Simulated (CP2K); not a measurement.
The system is PbS.

```
Pb S
1.0
     4.22692    0.00000    0.00000
     2.11505    3.65970    0.00000
     2.11505    1.22051    3.45018
Pb S
1 1
Direct
  0.98057 0.98057 0.98057
  0.47504 0.47504 0.47504
```

The cell is a database's computed one.

Base run:

| Property | Result |
| --- | --- |
| Program | CP2K 2026.2 |
| Functional | PBE |
| Potentials or basis | GTH_POTENTIALS Pb GTH-BLYP-q4, S GTH-BLYP-q6; DZVP-MOLOPT-SR-GTH basis |
| Density cutoff | 6123 eV |
| k mesh | 8 × 8 × 8 |
| Occupations | fermi-dirac, width 0.05 eV |
| Spin | no spin polarisation |

Its results: band gap on the k mesh 0.37 eV, direct; pressure -0.4 GPa; largest force 0.003 eV/Å.

Question: The run is repeated on the same cell with these changes: potentials or basis from GTH_POTENTIALS Pb GTH-BLYP-q4, S GTH-BLYP-q6; DZVP-MOLOPT-SR-GTH basis to POTENTIAL_UZH Pb GTH-PBE0-q4, S GTH-PBE0-q6; DZVP-MOLOPT-SR-GTH basis; potentials from Pb GTH-BLYP-q4 of GTH_POTENTIALS, S GTH-BLYP-q6 of GTH_POTENTIALS to Pb GTH-PBE0-q4 of POTENTIAL_UZH, S GTH-PBE0-q6 of POTENTIAL_UZH. What comes out?

Answer: Band gap on the k mesh 0.32 eV, direct; pressure 1.1 GPa; largest force 0.020 eV/Å.

Caveats: spin-orbit coupling is left out, which as a rule narrows the gap of such compounds by several tenths of an eV; the basis of atomic orbitals isn't converged, which shifts pressures, moduli and gaps; the potentials were made for another functional, which shifts forces and pressure (some runs).

A k mesh can miss the band edges.
